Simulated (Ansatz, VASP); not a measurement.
**EuS in VASP and in Ansatz**

Contents of INCAR:

```
SYSTEM = EuS
  ALGO = Normal
  EDIFF = 1E-7
  ENCUT = 520
  GGA = PE
  ISIF = 2
  ISMEAR = 0
  ISPIN = 2
  LASPH = .TRUE.
  LCHARG = .FALSE.
  LMAXMIX = 6
  LORBIT = 11
  LREAL = .FALSE.
  LWAVE = .FALSE.
  MAGMOM = 7 0
  NELM = 120
  PREC = Accurate
  SIGMA = 0.012
```

The input KPOINTS:

```
k-points
0
G
  8 8 8
  0 0 0
```

The input POSCAR:

```
EuS
1.0
    0.0000000000      2.9785000000      2.9785000000
    2.9785000000      0.0000000000      2.9785000000
    2.9785000000      2.9785000000      0.0000000000
Eu S
1 1
Direct
    0.0000000000      0.0000000000      0.0000000000
    0.5000000000      0.5000000000      0.5000000000
```

The input input.yaml:

```yaml
crystal:
  lattice:
    - [0.0, 2.9785, 2.9785]
    - [2.9785, 0.0, 2.9785]
    - [2.9785, 2.9785, 0.0]
  atoms:
    - { symbol: Eu, position: [0.0, 0.0, 0.0], spin: 7.0 }
    - { symbol: S, position: [0.5, 0.5, 0.5] }
hamiltonian:
  xc: pbe
  pseudopotentials: { kind: paw }
magnetization:
  spin_polarized: true
kpoints:
  mp_grid: { grid: [8, 8, 8] }
scf:
  occupations: { method: gaussian, width: 0.012 }
output:
  forces: true
  stress: true
  eigenvalues: true
  write_density: true
  write_potential: true
  elf: true
  volumetric_format: npy
```

Alike in both runs: task single point; functional PBE; k mesh 8 × 8 × 8; occupations gaussian, width 0.012 eV; collinear spin, ferromagnetic start.

```csv
,VASP,Ansatz
version,VASP 6.6.1,Ansatz 0.2.0
potentials or method,"VASP PAW PBE potentials, release 64 (Eu, S)",Ansatz PAW
plane-wave cutoff (eV),520,420
valence electrons in the cell,23,23
```

Ansatz gave:

- gap on the k mesh at the Fermi level (eV): none
- pressure (GPa): -2.5
- net moment per atom (μB): 3.49
- size of the moment on the site where the two differ most (μB): 6.76

Q: What did VASP give for the same quantities?

A: gap on the k mesh at the Fermi level (eV): none; pressure (GPa): -2.8; net moment per atom (μB): 3.49; size of the moment on the site where the two differ most (μB): 6.59.

Site moments also hang on the region over which each program counts them. A gap of «none» marks a metal or a gap that the smearing closes.

Caveats: spin-orbit coupling is left out, which moves the levels of the heavy elements; a cell with one magnetic atom can't hold antiferromagnetic order, which such compounds often take; without U or exact exchange the open f shell lies at the Fermi level, which spoils levels, moments and volumes. With open d or f shells a metallic result of PBE can be an artefact of self-interaction; +U or a hybrid may open a gap. The state reached can hang on the start; a lower one may exist.
